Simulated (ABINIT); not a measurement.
Runs of ABINIT 10.8.3 (patched build) on Zn. It takes space group P6_3/mmc (No. 194, hexagonal). The conventional cell has a = 2.670 Å, b = 2.670 Å, c = 4.966 Å, α = 90.00°, β = 90.00°, γ = 120.00°. Zn (site symmetry -6m2) is surrounded by 12 Zn at 2.67 to 2.92 Å. 

| task | level | potentials or basis | cell | k mesh | cutoff (eV) | fine-grid cutoff | cell freedom (optcell) | cutoff smearing ecutsm (Ha) | optimiser (ionmov) | force stop (Ha/bohr) | mesh quality | gap on the mesh (eV) | pressure (GPa) |
| --- | --- | --- | --- | --- | --- | --- | --- | --- | --- | --- | --- | --- | --- |
| single point | r2SCAN | JTH PAW PBE v2.0 | as given | 9 × 9 × 5 | 707 | 1306.15 eV | - | - | - | - | not flagged | none | - |
| single point | r2SCAN | Ansatz NC r2SCAN | as given | 9 × 9 × 5 | 1578 | - | - | - | - | - | not flagged | none | - |
| band structure | PBEsol | PseudoDojo NC SR PBEsol v0.4.1 standard | as given | 11 × 11 × 6 | 1143 | - | - | - | - | - | not flagged | none | -5.8 |
| relaxation of cell and atoms | r2SCAN | JTH PAW PBE v2.0 | relaxed | 7 × 7 × 4 | 707 | 1306.15 eV | 2 | 0.5 | 2 | 0.0005 | coarse | none | - |
| single point | PBE | JTH PAW PBE v2.0 | as given | 11 × 11 × 6 | 599 | 1197.3 eV | - | - | - | - | not flagged | none | (a) |

Alike in all rows: no spin polarisation; smearing fermi-dirac 0.05 eV.

**Question.** Estimate the missing entries.

**Answer.** (a) -1.0.

Caveats: some runs use coarse meshes; the PAW data sets were made with another functional, which shifts forces and pressure a little (some runs).

A k mesh can miss the band edges.

A gap of «none» marks a metal or a gap under the smearing width.

Not every run made on this cell is shown here.
